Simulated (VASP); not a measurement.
# Ir (Fm-3m) in VASP: relaxation of cell and atoms with r2SCAN

Aim: the relaxation of cell and atoms of Ir with r2SCAN.

Program: VASP 6.6.1. These are calculated values, not measurements. Logs are shortened: lines on timing, memory, paths and dates and some standing lists are left out, and cuts for length are marked.

## 1. Starting point

The structure is cubic, space group Fm-3m (No. 225). Conventional cell: a = 3.831 Å, b = 3.831 Å, c = 3.831 Å, α = 90.00°, β = 90.00°, γ = 90.00°. Around Ir (site symmetry m-3m) lie 12 Ir at 2.71 Å.

## 2. Relaxation of cell and atoms, r2SCAN

INCAR

```
SYSTEM = Ir
PREC = Accurate
ENCUT = 600
EDIFF = 1E-7
ISMEAR = 0
SIGMA = 0.1
LREAL = .FALSE.
LASPH = .TRUE.
NELM = 100
ALGO = Normal
ISIF = 3
LWAVE = .FALSE.
LCHARG = .FALSE.
METAGGA = R2SCAN
LMIXTAU = .TRUE.
IBRION = 2
NSW = 80
EDIFFG = -0.004
```

KPOINTS

```
Automatic mesh
0
G
  18 18 18
  0 0 0
```

POSCAR

```
Ir
1.0
    0.0000000000      1.9156000000      1.9156000000
    1.9156000000      0.0000000000      1.9156000000
    1.9156000000      1.9156000000      0.0000000000
Ir
1
Direct
    0.0000000000      0.0000000000      0.0000000000
```

Potentials or basis: VASP PAW PBE potentials, release 64 (Ir).

Command:

```
> cat potpaw_PBE.64/Ir/POTCAR > POTCAR
> mpirun -np 1 vasp_std > vasp.out
```

OUTCAR:

```text
SYSTEM = Ir
   PREC = Accurate
   ENCUT = 600
   EDIFF = 1E-7
   ISMEAR = 0
   LREAL = .FALSE.
   LASPH = .TRUE.
   NELM = 100
   ISIF = 3
   METAGGA = R2SCAN
   IBRION = 2
   NSW = 80
   EDIFFG = -0.004

 ion  position               nearest neighbor table
   1  0.000  0.000  0.000-

  LATTYP: Found a face centered cubic cell.
 ALAT       =     3.8312000000

  Lattice vectors:

 A1 = (   0.0000000000,   1.9156000000,   1.9156000000)
 A2 = (   1.9156000000,   0.0000000000,   1.9156000000)
 A3 = (   1.9156000000,   1.9156000000,   0.0000000000)

Analysis of symmetry for initial positions (statically):
=====================================================================
 Subroutine PRICEL returns:
 Original cell was already a primitive cell.

 Routine SETGRP: Setting up the symmetry group for a
 face centered cubic supercell.

 Subroutine GETGRP returns: Found 48 space group operations
 (whereof 48 operations were pure point group operations)
 out of a pool of 48 trial point group operations.

The static configuration has the point symmetry O_h .

Analysis of symmetry for dynamics (positions and initial velocities):
=====================================================================
 Subroutine PRICEL returns:
 Original cell was already a primitive cell.

 Routine SETGRP: Setting up the symmetry group for a
 face centered cubic supercell.

 Subroutine GETGRP returns: Found 48 space group operations
 (whereof 48 operations were pure point group operations)
 out of a pool of 48 trial point group operations.

The dynamic configuration has the point symmetry O_h .

 Subroutine INISYM returns: Found 48 space group operations
 (whereof 48 operations are pure point group operations),
 and found     1 'primitive' translations

----------------------------------------------------------------------------------------

                                     Primitive cell

  volume of cell :      14.0587

  direct lattice vectors                    reciprocal lattice vectors
     0.000000000  1.915600000  1.915600000    -0.261014826  0.261014826  0.261014826
     1.915600000  0.000000000  1.915600000     0.261014826 -0.261014826  0.261014826
     1.915600000  1.915600000  0.000000000     0.261014826  0.261014826 -0.261014826

  length of vectors
     2.709067500  2.709067500  2.709067500     0.452090940  0.452090940  0.452090940

  position of ions in fractional coordinates (direct lattice)
     0.000000000  0.000000000  0.000000000

  ion indices of the primitive-cell ions
   primitive index   ion index
                 1           1

[... 81 lines left out ...]
   PSTRESS=    0.0 pullay stress
   NELECT =       9.0000    total number of electrons
   NUPDOWN=      -1.0000    fix difference up-down
   EMIN   =  10.00;   EMAX   =-10.00  energy-range for DOS
   EFERMI =   0.00;   METHOD = LEGACY
   ISMEAR =     0;   SIGMA  =   0.10  broadening in eV -4-tet -1-fermi 0-gaus
   EFERMI_NEDOS =   21; number of points for ismear=-14 and -15
   IALGO  =     38    algorithm
   IMIX   =      4    mixing-type and parameters
     AMIX     =   0.40;   BMIX     =  1.00
     AMIX_MAG =   1.60;   BMIX_MAG =  1.00
  volume/ion in A,a.u.               =      14.06        94.87
  Fermi-wavevector in a.u.,A,eV,Ry     =   1.410937  2.666284 27.085691  1.990742
  Thomas-Fermi vector in A             =   2.532839
   LORBIT       =      0    0 simple, 1 ext, 2 COOP (PROOUT), +10 PAW based schemes
   METAGGA = R2SCAN    functional components
   LHFCALC =     F    Hartree Fock is set to
   AEXX    =    0.0000 exact exchange contribution
   IVDW    =     0    specifies the selected vdW correction
   LEPSILON=     F    determine dielectric tensor
   LRPA    =     F    only Hartree local field effects (RPA)
 conjugate gradient relaxation of ions
 non-spin polarized calculation
 Gauss-broadening in eV      SIGMA  =   0.10
  energy-cutoff  :      600.00
  volume of cell :       14.06
 maximum number of plane-waves:       489
 NGX is ok and might be reduce to    24
   NGX = 11   NGY = 11   NGZ = 11

--------------------------------------- Ionic step        1  -------------------------------------------

 number of electron       9.0000000 magnetization

 Free energy of the ion-electron system (eV)
  ---------------------------------------------------
  ext. energy  EPLUGINS =         0.00000000
  ---------------------------------------------------
  free energy    TOTEN  =       -52.36551840 eV

  energy without entropy =      -52.36065483  energy(sigma->0) =      -52.36308661

------------------------ aborting loop because EDIFF is reached ----------------------------------------

  FORCE on cell =-STRESS in cart. coord.  units (eV):
  Direction    XX          YY          ZZ          XY          YZ          ZX
  --------------------------------------------------------------------------------------
  -------------------------------------------------------------------------------------
  Total        0.5781409      0.5781409      0.5781409      0.0000000      0.0000000      0.0000000
  in kB       65.8870112     65.8870112     65.8870112      0.0000000      0.0000000      0.0000000
  external PRESSURE =      65.8870112 kB  Pullay stress =       0.0000000 kB
[... 22 lines left out ...]
--------------------------------------- Ionic step        2  -------------------------------------------

 number of electron       9.0000000 magnetization

 E-fermi :   8.9294     XC(G=0): -14.8025

 val. band max:        8.9177747207   @ k =  -0.3333   0.2778   0.0556
 cond. band min:       8.9386794437   @ k =   0.3333   0.1111   0.0000
 fundamental gap:      0.0209047230
 Fermi energy:         8.9294306466

 k-point     1 :       0.0000    0.0000    0.0000
  band No.  band energies     occupation
      1      -1.8011      2.00000
      2       5.3429      2.00000
      3       5.3429      2.00000
      4       5.3429      2.00000
      5       7.7310      2.00000
      6       7.7310      2.00000
      7      24.1364      0.00000
      8      29.5333      0.00000
[... 322 lines left out ...]
--------------------------------------- Ionic step        4  -------------------------------------------

 number of electron       9.0000000 magnetization

 Free energy of the ion-electron system (eV)
  ---------------------------------------------------
  ext. energy  EPLUGINS =         0.00000000
  ---------------------------------------------------
  free energy    TOTEN  =       -52.37028258 eV

  energy without entropy =      -52.36523661  energy(sigma->0) =      -52.36775959

 E-fermi :  10.0395     XC(G=0): -15.2556

 val. band max:       10.0279600106   @ k =   0.3333   0.1111   0.0556
 cond. band min:      10.0427262734   @ k =   0.5000   0.2222   0.1111
 fundamental gap:      0.0147662628
 Fermi energy:        10.0395302248

 k-point     1 :       0.0000    0.0000    0.0000
  band No.  band energies     occupation
      1      -1.4180      2.00000
      2       6.0595      2.00000
      3       6.0595      2.00000
      4       6.0595      2.00000
      5       8.7246      2.00000
      6       8.7246      2.00000
      7      25.1188      0.00000
      8      30.9188      0.00000
[... 281 lines left out ...]
  FREE ENERGIE OF THE ION-ELECTRON SYSTEM (eV)
  ---------------------------------------------------
  free  energy   TOTEN  =       -52.3702825797 eV

  energy  without entropy=      -52.3652366077  energy(sigma->0) =      -52.36775959

 reached required accuracy - stopping structural energy minimisation
```

OSZICAR:

```text
N       E                     dE             d eps       ncg     rms          rms(c)
DAV:   1     0.333496888277E+01    0.33350E+01   -0.50969E+03  3128   0.121E+03
DAV:   2    -0.539325230125E+02   -0.57267E+02   -0.55420E+02  3136   0.220E+02
DAV:   3    -0.546679963312E+02   -0.73547E+00   -0.73432E+00  4536   0.347E+01
[... 41 lines left out ...]
DAV:   2    -0.523702819219E+02    0.73540E-05   -0.23194E-05  3456   0.605E-02    0.821E-03
DAV:   3    -0.523702820549E+02   -0.13306E-06   -0.22966E-06  3552   0.221E-02    0.472E-03
DAV:   4    -0.523702824489E+02   -0.39392E-06   -0.28518E-07  2208   0.405E-03    0.253E-03
DAV:   5    -0.523702825797E+02   -0.13083E-06   -0.57571E-08  1632   0.289E-03    0.513E-04
DAV:   6    -0.523702825797E+02   -0.62755E-10   -0.52181E-09  1608   0.700E-04
   4 F= -.52370283E+02 E0= -.52367760E+02  d E =-.476418E-02
```

CONTCAR:

```text
Ir
   1.00000000000000
    -0.0000000000000000    1.9263216805908983    1.9263216805908983
     1.9263216805908983    0.0000000000000000    1.9263216805908983
     1.9263216805908983    1.9263216805908983    0.0000000000000000
  Ir
     1
Direct
     0.0000000000000000    0.0000000000000000    0.0000000000000000

  0.00000000E+00  0.00000000E+00  0.00000000E+00
```

It took 1.8 min on 1 thread of Intel Xeon 6975P-C (Granite Rapids), shared host; peak memory 0.18 GiB.

Results:

| Item | Value |
| --- | --- |
| Free energy | -52.3703 eV |
| Relaxed volume | 14.30 Å³/atom |
| Relaxed cell | a = 2.724 Å, b = 2.724 Å, c = 2.724 Å, α = 60.00°, β = 60.00°, γ = 60.00° |
| Space group after relaxing (to 0.05 Å) | Fm-3m (No. 225) |
| Energy gained by relaxing | 4.8 meV/atom |
| Ionic steps | 4 |
| Pressure after relaxing | 0.0 GPa |
| Band gap on the k mesh | none (metal or under the smearing width) |

Step by step:
```
step  energy change (eV)  largest force (eV/Å)  pressure (GPa)  volume (Å³)
   1              0.0000                0.0000            6.59        14.06
   2              0.0635                0.0000          -20.96        15.27
   3             -0.0048                0.0000           -0.17        14.30
   4             -0.0048                0.0000            0.00        14.30
```

Final structure:
```
CELL_PARAMETERS angstrom
0.00000 1.92632 1.92632
1.92632 0.00000 1.92632
1.92632 1.92632 0.00000
ATOMIC_POSITIONS crystal
Ir 0.00000 0.00000 0.00000
```

Caveat: the PAW data sets were made with another functional, which shifts forces and pressure a little. Zero-point motion and thermal expansion aren't in these numbers.
